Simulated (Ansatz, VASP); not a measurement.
Given: the input of a run of Ansatz 0.2.0 on Pd.

The input input.yaml:

```yaml
crystal:
  lattice:
    - [0.0, 1.9201927211, 1.9201927211]
    - [1.9201927211, 0.0, 1.9201927211]
    - [1.9201927211, 1.9201927211, 0.0]
  atoms:
    - { symbol: Pd, position: [0.0, 0.0, 0.0] }
kpoints:
  mp_grid: { grid: [12, 12, 12] }
scf:
  occupations: { method: fermi_dirac, width: 0.05 }
hamiltonian:
  xc: lda
  pseudopotentials: { kind: all_electron, lapw: { basis_error: 0.001 } }
output:
  forces: true
  stress: true
  eigenvalues: true
```

Potentials or basis: all-electron LAPW, scalar-relativistic.

Command:

```console
$ ansatz run input.yaml --threads 1 --pin off --max-ram 3072MiB --backend cpu --events-out ev --progress --plain --runs-dir out
```

Problem. Translate it to VASP 6.6.1. Potentials there: VASP PAW LDA potentials, release 64 (Pd).

Solution. As run (the cutoff follows the program's own potentials):

Contents of INCAR:

```
ALGO = Fast
EDIFF = 1E-6
ENCUT = 520
ISIF = 2
ISMEAR = -1
LASPH = True
LCHARG = False
LREAL = False
LWAVE = False
NBANDS = 11
NELM = 80
PREC = Accurate
SIGMA = 0.05
```

Contents of KPOINTS:

```
k-points
0
Gamma
  12 12 12
```

File POSCAR:

```
Pd
1.0
    0.0000000000      1.9201927211      1.9201927211
    1.9201927211      0.0000000000      1.9201927211
    1.9201927211      1.9201927211      0.0000000000
Pd
1
Direct
    0.0000000000      0.0000000000      0.0000000000
```

Potentials or basis: VASP PAW LDA potentials, release 64 (Pd).

Launch:

```console
$ cat potpaw_LDA.64/Pd/POTCAR > POTCAR
$ mpirun -np 1 vasp_std > vasp.out
```

Both were run:

|  | VASP | Ansatz | Ansatz less VASP |
| --- | --- | --- | --- |
| gap on the k mesh at the Fermi level (eV) | none | none | - |
| pressure (GPa) | -0.2 | -0.5 | -0.28 |

A gap of «none» marks a metal or a gap that the smearing closes. Ansatz ran all-electron here, so the differences hold the error of VASP's frozen core and of both bases.
